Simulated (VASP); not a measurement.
# TiN (Fm-3m) in VASP: further runs

One crystal, TiN, is run at these levels: r2SCAN+rVV10; tasks: relaxation of cell and atoms.

Everything below comes from runs of VASP 6.6.1. Logs are shortened: lines on timing, memory, paths and dates and some standing lists are left out, and cuts for length are marked.

## (1) Starting point

It takes space group Fm-3m (No. 225, cubic). Conventional cell: a = 4.238 Å, b = 4.238 Å, c = 4.238 Å, α = 90.00°, β = 90.00°, γ = 90.00°. Around Ti (site symmetry m-3m) lie 6 N at 2.12 Å. N (site symmetry m-3m) is surrounded by 6 Ti at 2.12 Å.

## (2) Relaxation of cell and atoms, r2SCAN+rVV10

The input, INCAR:

```
PREC = Accurate
ENCUT = 520
EDIFF = 1E-7
ISMEAR = 0
SIGMA = 0.02
LREAL = False
LASPH = True
NELM = 100
ALGO = Normal
ISIF = 3
LWAVE = False
LCHARG = False
METAGGA = R2SCAN
LMIXTAU = True
LUSE_VDW = True
IVDW_NL = 2
BPARAM = 11.95
CPARAM = 0.0093
IBRION = 2
NSW = 80
EDIFFG = -0.002
```

The input, KPOINTS:

```
Automatic mesh
0
Gamma
  12 12 12
```

The input, POSCAR:

```
TiN
1.0
    0.0000000000      2.1190000000      2.1190000000
    2.1190000000      0.0000000000      2.1190000000
    2.1190000000      2.1190000000      0.0000000000
Ti N
1 1
Direct
    0.0000000000      0.0000000000      0.0000000000
    0.5000000000      0.5000000000      0.5000000000
```

Potentials or basis: VASP PAW PBE potentials, release 64 (Ti_sv, N).

Command:

```bash
$ cat potpaw_PBE.64/Ti_sv/POTCAR potpaw_PBE.64/N/POTCAR > POTCAR
$ mpirun -np 1 vasp_std > vasp.out
```

OUTCAR:

```text
PREC = Accurate
   ENCUT = 520
   EDIFF = 1E-7
   ISMEAR = 0
   LREAL = False
   LASPH = True
   NELM = 100
   ISIF = 3
   METAGGA = R2SCAN
   IVDW_NL = 2
   BPARAM = 11.95
   IBRION = 2
   NSW = 80
   EDIFFG = -0.002

 ion  position               nearest neighbor table
   1  0.000  0.000  0.000-   2 2.12   2 2.12   2 2.12   2 2.12   2 2.12   2 2.12
   2  0.500  0.500  0.500-   1 2.12   1 2.12   1 2.12   1 2.12   1 2.12   1 2.12

  LATTYP: Found a face centered cubic cell.
 ALAT       =     4.2380000000

  Lattice vectors:

 A1 = (   0.0000000000,   2.1190000000,   2.1190000000)
 A2 = (   2.1190000000,   0.0000000000,   2.1190000000)
 A3 = (   2.1190000000,   2.1190000000,   0.0000000000)

Analysis of symmetry for initial positions (statically):
=====================================================================
 Subroutine PRICEL returns:
 Original cell was already a primitive cell.

 Routine SETGRP: Setting up the symmetry group for a
 face centered cubic supercell.

 Subroutine GETGRP returns: Found 48 space group operations
 (whereof 48 operations were pure point group operations)
 out of a pool of 48 trial point group operations.

The static configuration has the point symmetry O_h .

Analysis of symmetry for dynamics (positions and initial velocities):
=====================================================================
 Subroutine PRICEL returns:
 Original cell was already a primitive cell.

 Routine SETGRP: Setting up the symmetry group for a
 face centered cubic supercell.

 Subroutine GETGRP returns: Found 48 space group operations
 (whereof 48 operations were pure point group operations)
 out of a pool of 48 trial point group operations.

The dynamic configuration has the point symmetry O_h .

 Subroutine INISYM returns: Found 48 space group operations
 (whereof 48 operations are pure point group operations),
 and found     1 'primitive' translations

----------------------------------------------------------------------------------------

                                     Primitive cell

  volume of cell :      19.0293

  direct lattice vectors                    reciprocal lattice vectors
     0.000000000  2.119000000  2.119000000    -0.235960359  0.235960359  0.235960359
     2.119000000  0.000000000  2.119000000     0.235960359 -0.235960359  0.235960359
     2.119000000  2.119000000  0.000000000     0.235960359  0.235960359 -0.235960359

  length of vectors
     2.996718539  2.996718539  2.996718539     0.408695330  0.408695330  0.408695330

  position of ions in fractional coordinates (direct lattice)
     0.000000000  0.000000000  0.000000000
     0.500000000  0.500000000  0.500000000

  ion indices of the primitive-cell ions
   primitive index   ion index
                 1           1
                 2           2

----------------------------------------------------------------------------------------

 KPOINTS: Automatic mesh

Automatic generation of k-mesh.
 Grid dimensions read from file:
 generate k-points for:   12   12   12

 Generating k-lattice:

  Cartesian coordinates                     Fractional coordinates (reciprocal lattice)
    -0.019663363  0.019663363  0.019663363     0.083333333  0.000000000  0.000000000
     0.019663363 -0.019663363  0.019663363     0.000000000  0.083333333  0.000000000
     0.019663363  0.019663363 -0.019663363     0.000000000  0.000000000  0.083333333

  Length of vectors
     0.034057944  0.034057944  0.034057944

  Shift w.r.t. Gamma in fractional coordinates (k-lattice)
     0.000000000  0.000000000  0.000000000

 Subroutine IBZKPT returns following result:
 ===========================================

 Found     72 irreducible k-points:

 Following reciprocal coordinates:
            Coordinates               Weight
  0.000000  0.000000  0.000000      1.000000
  0.083333  0.000000  0.000000      8.000000
  0.166667  0.000000  0.000000      8.000000
  0.250000  0.000000  0.000000      8.000000
  0.333333  0.000000  0.000000      8.000000
  0.416667  0.000000  0.000000      8.000000
[... 16 lines left out ...]
  0.500000  0.166667  0.000000     24.000000
 -0.416667  0.166667  0.000000     24.000000
 [... further k-points ...]
   k-points           NKPTS =     72   k-points in BZ     NKDIM =     72   number of bands    NBANDS=     12
   number of dos      NEDOS =    301   number of ions     NIONS =      2
   total plane-waves  NPLWV =  13824
   dimension x,y,z NGX =    24 NGY =   24 NGZ =   24
   dimension x,y,z NGXF=    48 NGYF=   48 NGZF=   48
   ions per type =               1   1
   NGX,Y,Z   is equivalent  to a cutoff of  13.31, 13.31, 13.31 a.u.
   NGXF,Y,Z  is equivalent  to a cutoff of  26.63, 26.63, 26.63 a.u.
 SYSTEM =  unknown system
   PREC   = accura    normal or accurate (medium, high low for compatibility)
   ISTART =      0    job   : 0-new  1-cont  2-samecut
   ICHARG =      2    charge: 1-file 2-atom 10-const
   ISPIN  =      1    spin polarized calculation?
   LNONCOLLINEAR =      F non collinear calculations
   LSORBIT =      F    spin-orbit coupling
   LASPH  =      T    aspherical Exc in radial PAW
   ENCUT  =  520.0 eV  38.22 Ry    6.18 a.u.   5.57  5.57  5.57*2*pi/ulx,y,z
   NELM   =    100;   NELMIN=  2; NELMDL= -5     # of ELM steps
   EDIFF  = 0.1E-06   stopping-criterion for ELM
   LREAL  =      F    real-space projection
   EDIFFG = -.2E-02   stopping-criterion for IOM
   NSW    =     80    number of steps for IOM
   IBRION =      2    ionic relax: 0-MD 1-quasi-New 2-CG
   NFREE  =      1    steps in history (QN), initial steepest desc. (CG)
   ISIF   =      3    stress and relaxation
   ISYM   =      2    0-nonsym 1-usesym 2-fastsym
   POTIM  = 0.5000    time-step for ionic-motion
   TEBEG  =    0.0;   TEEND  =   0.0 temperature during run
   PSTRESS=    0.0 pullay stress
   NELECT =      17.0000    total number of electrons
   NUPDOWN=      -1.0000    fix difference up-down
   EMIN   =  10.00;   EMAX   =-10.00  energy-range for DOS
   EFERMI =   0.00;   METHOD = LEGACY
   ISMEAR =     0;   SIGMA  =   0.02  broadening in eV -4-tet -1-fermi 0-gaus
   EFERMI_NEDOS =   21; number of points for ismear=-14 and -15
   IALGO  =     38    algorithm
   IMIX   =      4    mixing-type and parameters
     AMIX     =   0.40;   BMIX     =  1.00
     AMIX_MAG =   1.60;   BMIX_MAG =  1.00
  volume/ion in A,a.u.               =       9.51        64.21
  Fermi-wavevector in a.u.,A,eV,Ry     =   1.576704  2.979539 33.824024  2.485996
  Thomas-Fermi vector in A             =   2.677497
   LORBIT       =      0    0 simple, 1 ext, 2 COOP (PROOUT), +10 PAW based schemes
   METAGGA = R2SCAN    functional components
   LHFCALC =     F    Hartree Fock is set to
   AEXX    =    0.0000 exact exchange contribution
   IVDW_NL    =     2    kernel type
   BPARAM     =11.9500
   IVDW    =     0    specifies the selected vdW correction
   LEPSILON=     F    determine dielectric tensor
   LRPA    =     F    only Hartree local field effects (RPA)
 conjugate gradient relaxation of ions
 non-spin polarized calculation
 Gauss-broadening in eV      SIGMA  =   0.02
  energy-cutoff  :      520.00
  volume of cell :       19.03
 maximum number of plane-waves:       532
 NGX is ok and might be reduce to    24

--------------------------------------- Ionic step        1  -------------------------------------------

 number of electron      17.0000002 magnetization

 Free energy of the ion-electron system (eV)
  ---------------------------------------------------
  ext. energy  EPLUGINS =         0.00000000
  ---------------------------------------------------
  free energy    TOTEN  =       -25.69095927 eV

  energy without entropy =      -25.69051155  energy(sigma->0) =      -25.69073541

------------------------ aborting loop because EDIFF is reached ----------------------------------------

  FORCE on cell =-STRESS in cart. coord.  units (eV):
  Direction    XX          YY          ZZ          XY          YZ          ZX
  --------------------------------------------------------------------------------------
  -------------------------------------------------------------------------------------
  Total       -0.1451546     -0.1451546     -0.1451546      0.0000000      0.0000000     -0.0000000
  in kB      -12.2213327    -12.2213327    -12.2213327      0.0000000      0.0000000     -0.0000000
  external PRESSURE =     -12.2213327 kB  Pullay stress =       0.0000000 kB
[... 57 lines left out ...]
  energy  without entropy=      -25.6900743495  energy(sigma->0) =      -25.69029495

--------------------------------------- Ionic step        3  -------------------------------------------

 number of electron      17.0000001 magnetization

 Free energy of the ion-electron system (eV)
  ---------------------------------------------------
  ext. energy  EPLUGINS =         0.00000000
  ---------------------------------------------------
  free energy    TOTEN  =       -25.69125539 eV

  energy without entropy =      -25.69081022  energy(sigma->0) =      -25.69103281

 E-fermi :  11.6827     XC(G=0): -13.9509

 val. band max:       11.6763520576   @ k =   0.5000   0.2500   0.0833
 cond. band min:      11.6924498935   @ k =   0.1667   0.0000   0.0000
 fundamental gap:      0.0160978359
 Fermi energy:        11.6827177809

 k-point     1 :       0.0000    0.0000    0.0000
  band No.  band energies     occupation
      1     -48.6102      2.00000
      2     -23.5439      2.00000
      3     -23.5438      2.00000
      4     -23.5438      2.00000
      5      -6.5689      2.00000
      6       9.3458      2.00000
      7       9.3458      2.00000
      8       9.3458      2.00000
      9      11.1061      2.00000
     10      11.1061      2.00000
     11      11.1061      2.00000
     12      12.3248      0.00000
[... 331 lines left out ...]
 k-point    24 :      -0.4167    0.1667    0.0000
  band No.  band energies     occupation
      1     -48.4988      2.00000
      2     -24.1480      2.00000
      3     -23.7158      2.00000
      4     -23.6227      2.00000
      5      -4.3102      2.00000
      6       3.7759      2.00000
      7       5.8509      2.00000
      8       5.9947      2.00000
      9      13.0545      0.00000
     10      13.3828      0.00000
     11      13.9268      0.00000
     12      16.3883      0.00000

 [... further k-points ...]

------------------------ aborting loop because EDIFF is reached ----------------------------------------

  FORCE on cell =-STRESS in cart. coord.  units (eV):
  Direction    XX          YY          ZZ          XY          YZ          ZX
  --------------------------------------------------------------------------------------
  -------------------------------------------------------------------------------------
  Total        0.0008366      0.0008366      0.0008366      0.0000000      0.0000000      0.0000000
  in kB        0.0707259      0.0707259      0.0707259      0.0000000      0.0000000      0.0000000
  external PRESSURE =       0.0707259 kB  Pullay stress =       0.0000000 kB
[... 17 lines left out ...]
  FREE ENERGIE OF THE ION-ELECTRON SYSTEM (eV)
  ---------------------------------------------------
  free  energy   TOTEN  =       -25.6912553932 eV

  energy  without entropy=      -25.6908102218  energy(sigma->0) =      -25.69103281

 reached required accuracy - stopping structural energy minimisation
```

Run time: 1.9 min. Hardware: 1 thread of Intel Xeon 6975P-C (Granite Rapids), shared host; peak memory 0.23 GiB.

What came out:

| Item | Value |
| --- | --- |
| Free energy | -25.6913 eV |
| Relaxed volume | 9.48 Å³/atom |
| Relaxed cell | a = 2.993 Å, b = 2.993 Å, c = 2.993 Å, α = 60.00°, β = 60.00°, γ = 60.00° |
| Space group after relaxing (to 0.05 Å) | Fm-3m (No. 225) |
| Energy gained by relaxing | 0.1 meV/atom |
| Ionic steps | 3 |
| Pressure after relaxing | 0.0 GPa |
| Band gap on the k mesh | none (metal or under the smearing width) |

Step by step:
| step | energy change (eV) | largest force (eV/Å) | pressure (GPa) | volume (Å³) |
| --- | --- | --- | --- | --- |
| 1 | 0.0000 | 0.0000 | -1.22 | 19.03 |
| 2 | 0.0004 | 0.0000 | 1.95 | 18.83 |
| 3 | -0.0003 | 0.0000 | 0.01 | 18.95 |

Final structure:
```
Ti N
1.0
     0.00000    2.11613    2.11613
     2.11613    0.00000    2.11613
     2.11613    2.11613    0.00000
Ti N
1 1
Cartesian
  0.0000 0.0000 0.0000
  2.1161 2.1161 2.1161
```

Levels at points of the mesh, in eV from the Fermi level:
```csv
k point,band 5,band 6,band 7,band 8,band 9,band 10,band 11,band 12
"(0.00, 0.00, 0.00)",-18.25,-2.34,-2.34,-2.34,-0.58,-0.58,-0.58,0.64
"(0.50, 0.00, 0.00)",-15.78,-8.51,-5.90,-5.90,1.81,1.81,2.52,6.04
"(0.50, 0.50, 0.00)",-16.88,-6.25,-3.58,-3.58,-3.09,1.74,2.52,2.52
```

Caveat: the PAW data sets were made with another functional, which shifts forces and pressure a little.

## (3) Relaxation of cell and atoms, r2SCAN+rVV10

This run uses another cell than the first one, of 9.48 Å³/atom, 0.996 times its volume.

INCAR is that of step 2.

KPOINTS is that of step 2.

The input, POSCAR:

```
TiN                                     
1.0
    0.0000000000      2.1161327342      2.1161327342
    2.1161327342      0.0000000000      2.1161327342
    2.1161327342      2.1161327342     -0.0000000000
  Ti              N             
     1     1
Direct
     0.0000000000000000    0.0000000000000000    0.0000000000000000
     0.5000000000000000    0.5000000000000000    0.5000000000000000
```

Potentials or basis: VASP PAW PBE potentials, release 64 (Ti_sv, N).

Command:

```bash
$ cat potpaw_PBE.64/Ti_sv/POTCAR potpaw_PBE.64/N/POTCAR > POTCAR
$ mpirun -np 1 vasp_std > vasp.out
```

OUTCAR:

```text
PREC = Accurate
   ENCUT = 520
   EDIFF = 1E-7
   ISMEAR = 0
   LREAL = False
   LASPH = True
   NELM = 100
   ISIF = 3
   METAGGA = R2SCAN
   IVDW_NL = 2
   BPARAM = 11.95
   IBRION = 2
   NSW = 80
   EDIFFG = -0.002

 ion  position               nearest neighbor table
   1  0.000  0.000  0.000-   2 2.12   2 2.12   2 2.12   2 2.12   2 2.12   2 2.12
   2  0.500  0.500  0.500-   1 2.12   1 2.12   1 2.12   1 2.12   1 2.12   1 2.12

  LATTYP: Found a face centered cubic cell.
 ALAT       =     4.2322654684

  Lattice vectors:

 A1 = (   0.0000000000,   2.1161327342,   2.1161327342)
 A2 = (   2.1161327342,   0.0000000000,   2.1161327342)
 A3 = (   2.1161327342,   2.1161327342,   0.0000000000)

Analysis of symmetry for initial positions (statically):
=====================================================================
 Subroutine PRICEL returns:
 Original cell was already a primitive cell.

 Routine SETGRP: Setting up the symmetry group for a
 face centered cubic supercell.

 Subroutine GETGRP returns: Found 48 space group operations
 (whereof 48 operations were pure point group operations)
 out of a pool of 48 trial point group operations.

[... 181 lines left out ...]
      6       9.3458      2.00000
      7       9.3458      2.00000
      8       9.3458      2.00000
      9      11.1061      2.00000
     10      11.1061      2.00000
     11      11.1061      2.00000
     12      12.3248      0.00000
[... 331 lines left out ...]
 k-point    24 :      -0.4167    0.1667    0.0000
  band No.  band energies     occupation
      1     -48.4988      2.00000
      2     -24.1480      2.00000
      3     -23.7158      2.00000
      4     -23.6227      2.00000
      5      -4.3101      2.00000
      6       3.7759      2.00000
      7       5.8509      2.00000
      8       5.9947      2.00000
      9      13.0545      0.00000
     10      13.3828      0.00000
     11      13.9268      0.00000
     12      16.3883      0.00000

 [... further k-points ...]

------------------------ aborting loop because EDIFF is reached ----------------------------------------

  FORCE on cell =-STRESS in cart. coord.  units (eV):
  Direction    XX          YY          ZZ          XY          YZ          ZX
  --------------------------------------------------------------------------------------
  -------------------------------------------------------------------------------------
  Total       -0.0020311     -0.0020311     -0.0020311      0.0000000     -0.0000000      0.0000000
  in kB       -0.1717045     -0.1717045     -0.1717045      0.0000000     -0.0000000      0.0000000
  external PRESSURE =      -0.1717045 kB  Pullay stress =       0.0000000 kB

 VOLUME and BASIS-vectors are now :
 -----------------------------------------------------------------------------
  energy-cutoff  :      520.00
  volume of cell :       18.95
      direct lattice vectors                 reciprocal lattice vectors
     0.000000000  2.116132734  2.116132734    -0.236280074  0.236280074  0.236280074
     2.116132734  0.000000000  2.116132734     0.236280074 -0.236280074  0.236280074
     2.116132734  2.116132734  0.000000000     0.236280074  0.236280074 -0.236280074

 POSITION                                       TOTAL-FORCE (eV/Angst)
 -----------------------------------------------------------------------------------
      0.00000      0.00000      0.00000         0.000000     -0.000000      0.000000
      2.11613      2.11613      2.11613         0.000000      0.000000      0.000000
 -----------------------------------------------------------------------------------
    total drift:                                0.000000     -0.000000     -0.000000

  FREE ENERGIE OF THE ION-ELECTRON SYSTEM (eV)
  ---------------------------------------------------
  free  energy   TOTEN  =       -25.6911335525 eV

  energy  without entropy=      -25.6906884024  energy(sigma->0) =      -25.69091098

 reached required accuracy - stopping structural energy minimisation
```

CONTCAR:

```text
TiN
   1.00000000000000
     0.0000000000000000    2.1161327341999998    2.1161327341999998
     2.1161327341999998    0.0000000000000000    2.1161327341999998
     2.1161327341999998    2.1161327341999998    0.0000000000000000
  Ti              N
     1     1
Direct
     0.0000000000000000    0.0000000000000000    0.0000000000000000
     0.5000000000000000    0.5000000000000000    0.5000000000000000

  0.00000000E+00  0.00000000E+00  0.00000000E+00
  0.00000000E+00  0.00000000E+00  0.00000000E+00
```

Run time: 53 s. Hardware: 1 thread of Intel Xeon 6975P-C (Granite Rapids), shared host; peak memory 0.22 GiB.

Results:

* Free energy: -25.6911 eV
* Pressure after relaxing: 0.0 GPa
* Band gap on the k mesh: none (metal or under the smearing width)

Final structure:
```
Ti N
1.0
     0.00000    2.11613    2.11613
     2.11613    0.00000    2.11613
     2.11613    2.11613    0.00000
Ti N
1 1
Direct
  0.00000 0.00000 0.00000
  0.50000 0.50000 0.50000
```

Caveat: the relaxation stopped at its first step, so nothing moved; the PAW data sets were made with another functional, which shifts forces and pressure a little.
